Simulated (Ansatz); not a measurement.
**Al3Cu: equation of state with PBEsol**

Crystal: Al3Cu.

```
Cu Al
1.0
     2.77841    0.00000    0.00000
     0.00000    2.77841    0.00000
     0.00000    0.00000    7.51340
Cu Al
1 3
Direct
  0.00000 0.00000 0.00000
  0.50000 0.50000 0.77388
  0.50000 0.50000 0.22612
  0.00000 0.00000 0.50000
```

The cell comes from a database or a generator and needn't be the stable form of this composition.

| Property | Result |
| --- | --- |
| Program | Ansatz 0.2.0 |
| Task | equation of state |
| Functional | PBEsol |
| Potentials or basis | all-electron LAPW, scalar-relativistic |
| Basis error allowed | 0.001 eV/atom |
| k mesh | 10 × 10 × 4 |
| Occupations | fermi-dirac, width 0.05 eV |
| Spin | no spin polarisation |

- Equilibrium volume: 14.64 Å³/atom
- Bulk modulus at fixed shape and positions: 103 GPa
- Pressure derivative of the bulk modulus: 4.4

Energy against volume, from the lowest point:
| volume (Å³/atom) | energy (meV/atom) |
| --- | --- |
| 13.630 | 25.15 |
| 13.920 | 12.11 |
| 14.210 | 3.89 |
| 14.500 | 0.00 |
| 14.790 | 0.01 |
| 15.080 | 3.51 |
| 15.370 | 10.16 |

All runs of the series together: 2.1 min on 2 threads of Arm Neoverse V1, on a shared host.

Caveat: the cell was scaled at fixed shape and fractional positions, which overstates the stiffness of a crystal with free parameters, most of all of layers and chains.
